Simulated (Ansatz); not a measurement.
# GaN (Fm-3m): zero-pressure volume and bulk modulus with RPBE + D4

The task here is to estimate one member of a computed series from the others.

Computed with Ansatz 0.2.0 (DFT RPBE + D4, scalar-relativistic, plane waves, PAW, unless a step's input says otherwise).

2 further runs of the same task are left out: 1 that didn't finish, 1 set aside as unsound or not needed. Runs told in other sessions of the task aren't counted.

## The system as given

Symmetry: Fm-3m, No. 225, cubic system. Conventional cell: a = 3.985 Å, b = 3.985 Å, c = 3.985 Å, α = 90.00°, β = 90.00°, γ = 90.00°. Around Ga (site symmetry m-3m) lie 6 N at 1.99 Å. N (site symmetry m-3m) is surrounded by 6 Ga at 1.99 Å.

Coordinates:

```cif
data_structure
_symmetry_space_group_name_H-M 'Fm-3m'
_symmetry_Int_Tables_number 225
_cell_length_a 3.9850
_cell_length_b 3.9850
_cell_length_c 3.9850
_cell_angle_alpha 90.000
_cell_angle_beta 90.000
_cell_angle_gamma 90.000
_cell_volume 63.28
loop_
_atom_site_label
_atom_site_type_symbol
_atom_site_symmetry_multiplicity
_atom_site_Wyckoff_symbol
_atom_site_fract_x
_atom_site_fract_y
_atom_site_fract_z
_atom_site_occupancy
Ga1 Ga 4 b 0.50000 0.00000 0.00000 1
N1 N 4 a 0.00000 0.00000 0.00000 1
```

At PBE, an earlier run found 69.11 GPa for this cell of 7.910 Å³/atom (10×10×10 mesh), mesh gap 1.83 eV. The cell is compressed at this level.

Set-up of the first run:

input.yaml reads:

```yaml
crystal:
  lattice:
    - [0.0, 1.9925010849, 1.9925010849]
    - [1.9925010849, 0.0, 1.9925010849]
    - [1.9925010849, 1.9925010849, 0.0]
  atoms:
    - { symbol: Ga, position: [0.5, 0.5, 0.5] }
    - { symbol: "N", position: [0.0, 0.0, 0.0] }
basis:
  ecutwfc: 420
  ecutrho_ratio: 4
kpoints:
  mp_grid: { grid: [10, 10, 10] }
hamiltonian:
  xc: rpbe
  dispersion: d4
scf:
  occupations: { method: gaussian, width: 0.05 }
output:
  forces: true
  stress: true
  eigenvalues: true
```

The run is started by

```
> ansatz run input.yaml --threads 4 --pin off --max-ram 8192MiB --backend cpu --events-out ev --progress --plain --runs-dir out
```

Steps of the session up to this table: At the given cell; Stepping to 8.860 Å³/atom; Stepping to 9.243 Å³/atom; Stepping to 9.235 Å³/atom; Volume × 0.98 of the new zero; Volume × 1.02 of the new zero; Volume × 0.96 of the new zero; Volume × 1.04 of the new zero.

One of the session's tables, all rows but one given; the rest of the session is left out.

It belongs to the step «Energy and pressure against volume». 

| volume (Å³/atom) | energy (meV/atom) | pressure (GPa) |
| --- | --- | --- |
| 8.866 | 11.57 | 10.43 |
| 9.050 | 2.84 | 4.92 |
| 9.235 | 0.00 | 0.00 |
| 9.420 | ? | ? |
| 9.605 | 10.00 | -8.32 |

**Question.** Estimate the row for volume (Å³/atom) = 9.420.

Worked estimate for «energy (meV/atom)». A straight line through the neighbours (9.235, 0.00) and (9.605, 10.00) gives 0.00 + (10.00 − 0.00) × (9.420 − 9.235) / (9.605 − 9.235) = 5.00; a parabola fitted to 3 rows on both sides gives 2.39.

As computed: energy (meV/atom): 2.58; pressure (GPa): -4.40. In «energy (meV/atom)» the line misses by +2.42 and the parabola by -0.19.
